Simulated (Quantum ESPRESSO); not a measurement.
MgO2: equation of state with PBEsol+D3(BJ)

Crystal: MgO2.

```
Mg O
1.0
     4.82861    0.00000    0.00000
     0.00000    4.82861    0.00000
     0.00000    0.00000    4.82861
Mg O
4 8
Direct
  0.00000 0.00000 0.00000
  0.50000 0.00000 0.50000
  0.50000 0.50000 0.00000
  0.00000 0.50000 0.50000
  0.58942 0.91058 0.08942
  0.91058 0.08942 0.58942
  0.08942 0.58942 0.91058
  0.41058 0.41058 0.41058
  0.58942 0.58942 0.58942
  0.91058 0.41058 0.08942
  0.08942 0.91058 0.41058
  0.41058 0.08942 0.91058
```

The cell is a database's computed one.

```yaml
Program: Quantum ESPRESSO 7.5
Task: equation of state
Functional: PBEsol
Dispersion: D3(BJ)
Potentials_or_basis: PseudoDojo 0.4.1 SR PBEsol standard
Cutoff: 1143 eV
Density_cutoff: 4572 eV
k_mesh: 5 × 5 × 5
Occupations: fermi-dirac, width 0.05 eV
Spin: no spin polarisation
```

```
Equilibrium volume                        : 9.26 Å³/atom
Bulk modulus at fixed shape and positions : 154 GPa
Pressure derivative of the bulk modulus   : 4.0
```

Energy against volume, from the lowest point:
```csv
volume (Å³/atom),energy (meV/atom)
8.819,10.78
9.007,3.28
9.194,0.00
9.382,0.51
9.569,4.43
9.757,11.43
9.945,21.27
```

All runs of the series together: 12 min on 1 thread of Arm Neoverse V2, on a shared host.

Caveat: the cell was scaled at fixed shape and fractional positions, which overstates the stiffness of a crystal with free parameters, most of all of layers and chains.
